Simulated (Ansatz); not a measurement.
Pt:

```
CELL_PARAMETERS angstrom
0.00000 1.96090 1.96090
1.96090 0.00000 1.96090
1.96090 1.96090 0.00000
ATOMIC_POSITIONS crystal
Pt 0.00000 0.00000 0.00000
```

* Program: Ansatz 0.2.0
* Task: relaxation of cell and atoms
* Functional: BLYP
* Dispersion: D3(BJ)
* Potentials or basis: Ansatz PAW
* Cutoff: 420 eV (not typed: the program's choice for these potentials)
* k mesh: 12 × 12 × 12
* Occupations: fermi-dirac, width 0.05 eV
* Spin: no spin polarisation

At the start: volume 15.08 Å³/atom.

**Question.** How do energy, volume and symmetry change on relaxing?

**Answer.** It ends after 4 steps and the volume is 15.37 Å³/atom (+2.0 %); space group Fm-3m (No. 225, to 0.05 Å).

Step by step:
```tsv
step	energy change (eV)	largest force (eV/Å)	volume (Å³)
1	0.0000	0.0000	15.08
2	-0.0046	0.0000	15.40
3	-0.0046	0.0000	15.37
4	-0.0047	0.0000	15.37
```

Final structure:
```yaml
crystal:
  lattice:
    - [0.00000, 1.97357, 1.97357]
    - [1.97357, 0.00000, 1.97357]
    - [1.97357, 1.97357, 0.00000]
  atoms:
    - { symbol: Pt, position: [0.00000, 0.00000, 0.00000] }
```

Caveat: the plane-wave basis is chosen anew once the cell has moved, so the energies of steps on either side of that aren't comparable; the PAW data sets come from PBE, with cores solved anew for the run's functional, which leaves a small shift of forces and pressure.
